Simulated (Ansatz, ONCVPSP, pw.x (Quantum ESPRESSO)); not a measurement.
From atom to crystal: ONCV potential for boron (B)

```
Element                 : boron
Generator               : ONCVPSP 4.0.1.1 (patched build)
Type                    : optimised norm-conserving Vanderbilt (ONCV)
Functional              : PBE
Relativity              : scalar-relativistic
Frozen core             : [He]
Valence charge          : 3
Reference configuration : 2s2 2p1
Partial waves           : 2s: rc 1.15 bohr, ncon 4, nbas 7, qcut 6.9 1/bohr, 1 projector; 2p: rc 3.10 bohr, ncon 5, nbas 10, qcut 3.9 1/bohr, 2 projectors, debl 4 Ha; d scattering state at 0.23 Ha: rc 3.05 bohr, ncon 3, nbas 8, qcut 2.9 1/bohr, 2 projectors, debl 2.8 Ha
Local potential         : polynomial inside 0.80 bohr (lpopt 3, dvloc0 2 Ha)
Core correction         : none
```

Atomic tests: cutoffs needed: 12 Ha and 17 Ha (the cutoffs (Ha) at which the residual kinetic energy of the hardest occupied pseudo-wave falls to 1 and 0.1 mHa per electron) The cutoffs count occupied waves only; projector 2 of the p channel, the hardest unoccupied one, needs 37 Ha at the loose tolerance.; ghost test: no bound ghost flagged; GHOST(+) flags only above 600 eV; largest excitation error: +335 meV (all-electron minus pseudo) for 2s1 2p0, out of 4 test configurations.

Crystal test: fcc B in pw.x 7.5, no spin, 18³ k-points, Fermi–Dirac smearing 0.01 Ry, cutoffs 40/160 Ry. The reference is all-electron LAPW (Ansatz 0.2.0) with the same functional, mesh and smearing; V0 and B0 come from Birch–Murnaghan fits to the pressures at five volumes. Errors are pseudo minus all-electron; Δ is the rms difference of the E(V) curves that follow from these fits, minima aligned, over ±6 % about the mean V0. Mesh and smearing are coarse, so the numbers serve the comparison and aren't converged zero-temperature values; the lattice is a test structure that the element need not adopt.

All-electron: a0 = 2.867 Å (V0 = 5.89 Å³/atom), B0 = 270.8 GPa.

Task: How far does the potential miss the all-electron equation of state?

Result: mean pressure error (GPa): -20.67. The pressure does not cross zero within the volumes sampled, so no fit is given. The largest radius (3.10 bohr) exceeds half the bond length (1.92 bohr), so the spheres overlap, which is one possible source of error among others. This is a poor potential for the solid. The pseudo pressure rises with volume over the whole range, a mechanical instability.

| V (Å³/atom) | P all-electron (GPa) | P pseudo (GPa) |
| --- | --- | --- |
| 5.603 | 14.83 | -23.48 |
| 5.751 | 6.76 | -21.71 |
| 5.898 | -0.40 | -20.09 |
| 6.045 | -6.74 | -18.64 |
| 6.193 | -12.37 | -17.33 |

Task: At the middle volume, how do free energy and pressure move when the wave cutoff is lowered (ecutrho kept at four times it)?

Result:

```tsv
cutoff (Ry)	shift of F (meV/atom)	shift of P (GPa)
18	+5004.3	-148.10
24	+674.0	-68.37
32	+78.8	-10.06
```

The run at the middle volume (195 k-points, 9 iterations) took about 4.8 s on one core of a shared host (Neoverse-N1, 64 threads, 124 GiB, load 56).
